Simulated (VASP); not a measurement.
# ZnSiP2 (I-42d) in VASP: notebook

The runs below take ZnSiP2 through relaxation of cell and atoms, with PBEsol, LDA.

Everything below comes from runs of VASP 6.6.1. Logs are shortened: lines on timing, memory, paths and dates and some standing lists are left out, and cuts for length are marked.

**1. Starting point**

The structure is tetragonal, space group I-42d (No. 122). Conventional cell: a = 5.373 Å, b = 5.373 Å, c = 10.460 Å, α = 90.00°, β = 90.00°, γ = 90.00°. Around Zn (site symmetry -4) lie 4 P at 2.36 Å. Si (site symmetry -4) has 4 P at 2.25 Å as nearest neighbours. P (site symmetry 2) is surrounded by 2 Si at 2.25 Å and 2 Zn at 2.36 Å.

The cell is a database's computed one.

**2. Relaxation of cell and atoms, PBEsol**

Contents of INCAR:

```
SYSTEM = ZnSiP2
PREC     = Accurate       ! precision mode
ENCUT    = 600            ! plane-wave cutoff, eV
EDIFF    = 1E-7           ! SCF threshold, eV
ISMEAR   = 0              ! smearing method
SIGMA    = 0.02           ! smearing width, eV
LREAL    = .False.        ! projectors in reciprocal space
LASPH    = .True.         ! aspherical terms in the spheres
NELM     = 80             ! most SCF steps
ALGO     = Normal         ! electronic algorithm
ISIF     = 3              ! what is computed and relaxed
LWAVE    = .False.        ! write WAVECAR
LCHARG   = .False.        ! write CHGCAR
GGA      = PS             ! functional
IBRION   = 2              ! ionic algorithm
NSW      = 90             ! ionic steps
EDIFFG   = -0.005         ! ionic threshold
```

Contents of KPOINTS:

```
Automatic mesh
0
Gamma
  8 8 8
  0 0 0
```

Contents of POSCAR:

```
ZnSiP2
1.0
   -2.6867032400      2.6867032400      5.2300306300
    2.6867032400     -2.6867032400      5.2300306300
    2.6867032400      2.6867032400     -5.2300306300
Zn Si P
2 2 4
Direct
    0.0000000000      0.0000000000      0.0000000000
    0.7500000000      0.2500000000      0.5000000000
    0.5000000000      0.5000000000      0.0000000000
    0.2500000000      0.7500000000      0.5000000000
    0.3750000000      0.3923012000      0.5173012000
    0.8750000000      0.8576988000      0.4826988000
    0.6076988000      0.1250000000      0.9826988000
    0.1423012000      0.6250000000      0.0173012000
```

Potentials or basis: VASP PAW PBE potentials, release 64 (Zn, Si, P).

Launch:

```console
$ cat potpaw_PBE.64/Zn/POTCAR potpaw_PBE.64/Si/POTCAR potpaw_PBE.64/P/POTCAR > POTCAR
$ mpirun -np 1 vasp_std > vasp.out
```

OUTCAR:

```text
SYSTEM = ZnSiP2
   PREC = Accurate
   ENCUT = 600
   EDIFF = 1E-7
   ISMEAR = 0
   LREAL = .False.
   LASPH = .True.
   NELM = 80
   ISIF = 3
   GGA = PS
   IBRION = 2
   NSW = 90
   EDIFFG = -0.005

 ion  position               nearest neighbor table
   1  0.000  0.000  0.000-   7 2.36   8 2.36   6 2.36   5 2.36
   2  0.750  0.250  0.500-   5 2.36   6 2.36   7 2.36   8 2.36
   3  0.500  0.500  0.000-   5 2.25   6 2.25   7 2.25   8 2.25
   4  0.250  0.750  0.500-   5 2.25   6 2.25   7 2.25   8 2.25
   5  0.375  0.392  0.517-   3 2.25   4 2.25   2 2.36   1 2.36
   6  0.875  0.858  0.483-   3 2.25   4 2.25   1 2.36   2 2.36
   7  0.608  0.125  0.983-   3 2.25   4 2.25   2 2.36   1 2.36
   8  0.142  0.625  0.017-   3 2.25   4 2.25   1 2.36   2 2.36

  LATTYP: Found a body centered tetragonal cell.
 ALAT       =     5.3734064800
 C/A-ratio  =     1.9466350255

  Lattice vectors:

 A1 = (  -2.6867032400,   2.6867032400,   5.2300306300)
 A2 = (   2.6867032400,  -2.6867032400,   5.2300306300)
 A3 = (   2.6867032400,   2.6867032400,  -5.2300306300)

Analysis of symmetry for initial positions (statically):
=====================================================================
 Subroutine PRICEL returns:
 Original cell was already a primitive cell.

 Routine SETGRP: Setting up the symmetry group for a
 body centered tetragonal supercell.

 Subroutine GETGRP returns: Found  8 space group operations
 (whereof  4 operations were pure point group operations)
 out of a pool of 16 trial point group operations.

The static configuration has the point symmetry S_4 .
 The point group associated with its full space group is D_2d.

Analysis of symmetry for dynamics (positions and initial velocities):
=====================================================================
 Subroutine PRICEL returns:
 Original cell was already a primitive cell.

 Routine SETGRP: Setting up the symmetry group for a
 body centered tetragonal supercell.

 Subroutine GETGRP returns: Found  8 space group operations
 (whereof  4 operations were pure point group operations)
 out of a pool of 16 trial point group operations.

The dynamic configuration has the point symmetry S_4 .
 The point group associated with its full space group is D_2d.

 Subroutine INISYM returns: Found  8 space group operations
 (whereof  4 operations are pure point group operations),
 and found     1 'primitive' translations

----------------------------------------------------------------------------------------

                                     Primitive cell

  volume of cell :     151.0093

  direct lattice vectors                    reciprocal lattice vectors
    -2.686703240  2.686703240  5.230030630     0.000000000  0.186101685  0.095601735
     2.686703240 -2.686703240  5.230030630     0.186101685  0.000000000  0.095601735
     2.686703240  2.686703240 -5.230030630     0.186101685  0.186101685  0.000000000

  length of vectors
     6.464516145  6.464516145  6.464516145     0.209221244  0.209221244  0.263187527

  position of ions in fractional coordinates (direct lattice)
     0.000000000  0.000000000  0.000000000
     0.750000000  0.250000000  0.500000000
     0.500000000  0.500000000  0.000000000
     0.250000000  0.750000000  0.500000000
     0.375000000  0.392301200  0.517301200
     0.875000000  0.857698800  0.482698800
     0.607698800  0.125000000  0.982698800
     0.142301200  0.625000000  0.017301200

  ion indices of the primitive-cell ions
   primitive index   ion index
                 1           1
                 2           2
                 3           3
                 4           4
                 5           5
                 6           6
                 7           7
                 8           8

----------------------------------------------------------------------------------------

 KPOINTS: Automatic mesh

Automatic generation of k-mesh.
 Grid dimensions read from file:
 generate k-points for:    8    8    8

 Generating k-lattice:

  Cartesian coordinates                     Fractional coordinates (reciprocal lattice)
     0.000000000  0.023262711  0.011950217     0.125000000  0.000000000  0.000000000
     0.023262711  0.000000000  0.011950217     0.000000000  0.125000000  0.000000000
     0.023262711  0.023262711  0.000000000     0.000000000  0.000000000  0.125000000

  Length of vectors
     0.026152655  0.026152655  0.032898441

  Shift w.r.t. Gamma in fractional coordinates (k-lattice)
     0.000000000  0.000000000  0.000000000

 Subroutine IBZKPT returns following result:
 ===========================================

 Found     59 irreducible k-points:

 Following reciprocal coordinates:
            Coordinates               Weight
  0.000000  0.000000  0.000000      1.000000
  0.125000  0.000000  0.000000      8.000000
  0.250000  0.000000  0.000000      8.000000
  0.375000  0.000000 -0.000000      8.000000
  0.500000  0.000000  0.000000      4.000000
  0.125000  0.125000  0.000000      8.000000
[... 16 lines left out ...]
  0.250000  0.125000  0.125000     16.000000
  0.375000  0.125000  0.125000      8.000000
 [... further k-points ...]
   k-points           NKPTS =     59   k-points in BZ     NKDIM =     59   number of bands    NBANDS=     31
   number of dos      NEDOS =    301   number of ions     NIONS =      8
   total plane-waves  NPLWV = 157464
   dimension x,y,z NGX =    54 NGY =   54 NGZ =   54
   dimension x,y,z NGXF=   108 NGYF=  108 NGZF=  108
   ions per type =               2   2   4
   NGX,Y,Z   is equivalent  to a cutoff of  13.89, 13.89, 13.89 a.u.
   NGXF,Y,Z  is equivalent  to a cutoff of  27.77, 27.77, 27.77 a.u.
 SYSTEM =  ZnSiP2
   PREC   = accura    normal or accurate (medium, high low for compatibility)
   ISTART =      0    job   : 0-new  1-cont  2-samecut
   ICHARG =      2    charge: 1-file 2-atom 10-const
   ISPIN  =      1    spin polarized calculation?
   LNONCOLLINEAR =      F non collinear calculations
   LSORBIT =      F    spin-orbit coupling
   LASPH  =      T    aspherical Exc in radial PAW
   ENCUT  =  600.0 eV  44.10 Ry    6.64 a.u.  12.91 12.91 12.91*2*pi/ulx,y,z
   NELM   =     80;   NELMIN=  2; NELMDL= -5     # of ELM steps
   EDIFF  = 0.1E-06   stopping-criterion for ELM
   LREAL  =      F    real-space projection
   EDIFFG = -.5E-02   stopping-criterion for IOM
   NSW    =     90    number of steps for IOM
   IBRION =      2    ionic relax: 0-MD 1-quasi-New 2-CG
   NFREE  =      1    steps in history (QN), initial steepest desc. (CG)
   ISIF   =      3    stress and relaxation
   ISYM   =      2    0-nonsym 1-usesym 2-fastsym
   POTIM  = 0.5000    time-step for ionic-motion
   TEBEG  =    0.0;   TEEND  =   0.0 temperature during run
   PSTRESS=    0.0 pullay stress
   NELECT =      52.0000    total number of electrons
   NUPDOWN=      -1.0000    fix difference up-down
   EMIN   =  10.00;   EMAX   =-10.00  energy-range for DOS
   EFERMI =   0.00;   METHOD = LEGACY
   ISMEAR =     0;   SIGMA  =   0.02  broadening in eV -4-tet -1-fermi 0-gaus
   EFERMI_NEDOS =   21; number of points for ismear=-14 and -15
   IALGO  =     38    algorithm
   IMIX   =      4    mixing-type and parameters
     AMIX     =   0.40;   BMIX     =  1.00
     AMIX_MAG =   1.60;   BMIX_MAG =  1.00
  volume/ion in A,a.u.               =      18.88       127.38
  Fermi-wavevector in a.u.,A,eV,Ry     =   1.147470  2.168404 17.914625  1.316688
  Thomas-Fermi vector in A             =   2.284150
   LORBIT       =      0    0 simple, 1 ext, 2 COOP (PROOUT), +10 PAW based schemes
   GGA     = PS    functional components
   LHFCALC =     F    Hartree Fock is set to
   AEXX    =    0.0000 exact exchange contribution
   IVDW    =     0    specifies the selected vdW correction
   LEPSILON=     F    determine dielectric tensor
   LRPA    =     F    only Hartree local field effects (RPA)
 conjugate gradient relaxation of ions
 non-spin polarized calculation
 Gauss-broadening in eV      SIGMA  =   0.02
  energy-cutoff  :      600.00
  volume of cell :      151.01
 maximum number of plane-waves:      5074
 NGX is ok and might be reduce to    54
   NGX = 25   NGY = 25   NGZ = 25

--------------------------------------- Ionic step        1  -------------------------------------------

 number of electron      51.9999997 magnetization

 Free energy of the ion-electron system (eV)
  ---------------------------------------------------
  ext. energy  EPLUGINS =         0.00000000
  ---------------------------------------------------
  free energy    TOTEN  =       -40.23177619 eV

  energy without entropy =      -40.23177619  energy(sigma->0) =      -40.23177619

 E-fermi :   4.7075     XC(G=0):  -9.9811

 val. band max:        4.5733439142   @ k =   0.0000   0.0000   0.0000
 cond. band min:       5.7684206757   @ k =   0.0000   0.0000   0.0000
 fundamental gap:      1.1950767615
 Fermi energy:         4.7075403294

 k-point     1 :       0.0000    0.0000    0.0000
  band No.  band energies     occupation
      1      -8.4983      2.00000
      2      -5.5340      2.00000
      3      -5.5245      2.00000
      4      -5.5245      2.00000
      5      -4.0274      2.00000
      6      -2.2674      2.00000
[... 805 lines left out ...]
     30       8.1953      0.00000
     31       8.6681      0.00000

 [... further k-points ...]

------------------------ aborting loop because EDIFF is reached ----------------------------------------

  FORCE on cell =-STRESS in cart. coord.  units (eV):
  Direction    XX          YY          ZZ          XY          YZ          ZX
  --------------------------------------------------------------------------------------
  -------------------------------------------------------------------------------------
  Total       -0.5411121     -0.5411121     -0.5029843      0.0000000      0.0000000      0.0000000
  in kB       -5.7410883     -5.7410883     -5.3365604      0.0000000      0.0000000      0.0000000
  external PRESSURE =      -5.6062457 kB  Pullay stress =       0.0000000 kB
[... 195 lines left out ...]
  energy  without entropy=      -40.2376212810  energy(sigma->0) =      -40.23762128

--------------------------------------- Ionic step        6  -------------------------------------------

 number of electron      51.9999995 magnetization

 Free energy of the ion-electron system (eV)
  ---------------------------------------------------
  ext. energy  EPLUGINS =         0.00000000
  ---------------------------------------------------
  free energy    TOTEN  =       -40.23764823 eV

  energy without entropy =      -40.23764823  energy(sigma->0) =      -40.23764823

 E-fermi :   4.7808     XC(G=0): -10.0135

 val. band max:        4.6684127920   @ k =   0.0000   0.0000   0.0000
 cond. band min:       5.8299831414   @ k =   0.0000   0.0000   0.0000
 fundamental gap:      1.1615703494
 Fermi energy:         4.7808307069

 k-point     1 :       0.0000    0.0000    0.0000
  band No.  band energies     occupation
      1      -8.4538      2.00000
      2      -5.4793      2.00000
      3      -5.4755      2.00000
      4      -5.4755      2.00000
      5      -3.9430      2.00000
      6      -2.2380      2.00000
[... 805 lines left out ...]
     30       8.2767      0.00000
     31       8.7392      0.00000

 [... further k-points ...]

------------------------ aborting loop because EDIFF is reached ----------------------------------------

  FORCE on cell =-STRESS in cart. coord.  units (eV):
  Direction    XX          YY          ZZ          XY          YZ          ZX
  --------------------------------------------------------------------------------------
  -------------------------------------------------------------------------------------
  Total       -0.0186503     -0.0186503      0.0329312      0.0000000      0.0000000      0.0000000
  in kB       -0.1993290     -0.1993290      0.3519587      0.0000000      0.0000000      0.0000000
  external PRESSURE =      -0.0155664 kB  Pullay stress =       0.0000000 kB
[... 23 lines left out ...]
  FREE ENERGIE OF THE ION-ELECTRON SYSTEM (eV)
  ---------------------------------------------------
  free  energy   TOTEN  =       -40.2376482306 eV

  energy  without entropy=      -40.2376482306  energy(sigma->0) =      -40.23764823

 reached required accuracy - stopping structural energy minimisation
```

It took 23 min on 1 thread of Intel Xeon Platinum 8375C at 2.90GHz (Ice Lake), shared host; peak memory 0.63 GiB.

Results:

| Property | Result |
| --- | --- |
| Free energy | -40.2376 eV |
| Relaxed volume | 18.74 Å³/atom |
| Relaxed cell | a = 6.452 Å, b = 6.452 Å, c = 6.452 Å, α = 130.93°, β = 130.93°, γ = 71.92° |
| Space group after relaxing (to 0.05 Å) | I-42d (No. 122) |
| Energy gained by relaxing | 0.7 meV/atom |
| Ionic steps | 6 |
| Pressure after relaxing | 0.0 GPa |
| Band gap on the k mesh | 1.16 eV, direct |

Step by step:
```
step  energy change (eV)  largest force (eV/Å)  pressure (GPa)  volume (Å³)
   1              0.0000                0.1452           -0.56       151.01
   2             -0.0046                0.0806            0.26       149.57
   3             -0.0046                0.0812            0.25       149.58
   4             -0.0058                0.0063            0.03       149.87
   5             -0.0058                0.0019            0.00       149.90
   6             -0.0059                0.0005            0.00       149.91
```

Final structure:
```
Zn Si P
1.0
    -2.67895    2.67895    5.22200
     2.67895   -2.67895    5.22200
     2.67895    2.67895   -5.22200
Zn Si P
2 2 4
Direct
  0.00000 0.00000 0.00000
  0.75000 0.25000 0.50000
  0.50000 0.50000 0.00000
  0.25000 0.75000 0.50000
  0.37500 0.38985 0.51485
  0.87500 0.86015 0.48515
  0.61015 0.12500 0.98515
  0.13985 0.62500 0.01485
```

Levels at points of the mesh, in eV from the valence-band top:
```csv
k point,band 24,band 25,band 26,band 27,band 28,band 29
"(0.00, 0.00, 0.00)",-0.13,-0.13,0.00,1.16,1.77,2.61
"(0.50, 0.00, 0.00)",-1.82,-1.52,-0.84,2.69,2.80,2.95
"(0.50, 0.50, 0.00)",-1.07,-0.58,-0.58,1.93,1.93,3.08
"(0.50, 0.50, 0.50)",-1.92,-1.19,-1.19,1.37,1.37,1.58
```

Caveat: the PAW data sets were made with another functional, which shifts forces and pressure a little.

**3. Relaxation of cell and atoms, LDA**

Edit INCAR of step 2 so:

```diff
@@ -13,3 +13,2 @@
 LCHARG   = .False.        ! write CHGCAR
-GGA      = PS             ! functional
 IBRION   = 2              ! ionic algorithm
```

KPOINTS is that of step 2.

POSCAR is that of step 2.

Potentials or basis: VASP PAW LDA potentials, release 64 (Zn, Si, P).

Launch:

```console
$ cat potpaw_LDA.64/Zn/POTCAR potpaw_LDA.64/Si/POTCAR potpaw_LDA.64/P/POTCAR > POTCAR
$ mpirun -np 1 vasp_std > vasp.out
```

It took 30 min on 1 thread of Intel Xeon Platinum 8375C at 2.90GHz (Ice Lake), shared host; peak memory 0.53 GiB.

Results (log left out):

```yaml
Free_energy: -42.3911 eV
Relaxed_volume: 18.30 Å³/atom
Relaxed_cell: a = 6.407 Å, b = 6.407 Å, c = 6.407 Å, α = 131.04°, β = 131.04°, γ = 71.76°
Space_group_after_relaxing_to_0.05_Å: I-42d (No. 122)
Energy_gained_by_relaxing: 6.2 meV/atom
Ionic_steps: 7
Pressure_after_relaxing: 0.0 GPa
Band_gap_on_the_k_mesh: 1.12 eV, direct
```

The path:
```csv
step,energy change (eV),largest force (eV/Å),pressure (GPa),volume (Å³)
1,0.0000,0.1899,-2.74,151.01
2,-0.0332,0.1847,1.72,144.06
3,-0.0438,0.1876,0.14,146.30
4,-0.0486,0.0732,0.07,146.30
5,-0.0495,0.0028,0.02,146.31
6,-0.0496,0.0013,-0.01,146.35
7,-0.0496,0.0001,-0.04,146.39
```

Final structure:
```xyz
8
Lattice="-2.6551 2.6551 5.1915 2.6551 -2.6551 5.1915 2.6551 2.6551 -5.1915" Properties=species:S:1:pos:R:3 pbc="T T T"
Zn    0.0000    0.0000    0.0000
Zn    0.0000    2.6551    2.5957
Si    0.0000    0.0000    5.1915
Si    2.6551    0.0000    2.5957
P     1.3987    1.3276    1.2979
P     1.2564    1.3276    6.4894
P     1.3276    3.9115   -1.2979
P     1.3276   -1.2564    3.8936
```

Levels at points of the mesh, in eV from the valence-band top:
```csv
k point,band 22,band 23,band 24,band 25,band 26,band 27,band 28,band 29,band 30,band 31
"(0.00, 0.00, 0.00)",-2.51,-2.51,-0.11,-0.11,0.00,1.12,1.74,2.72,3.25,3.25
"(0.50, 0.00, 0.00)",-2.81,-2.31,-1.87,-1.58,-0.87,2.69,2.79,2.97,4.12,4.24
"(0.50, 0.50, 0.00)",-1.89,-1.09,-1.09,-0.60,-0.60,1.95,1.95,3.09,3.09,3.85
"(0.50, 0.50, 0.50)",-2.28,-1.95,-1.95,-1.23,-1.23,1.31,1.31,1.54,1.54,2.39
```

A k mesh can miss the band edges.
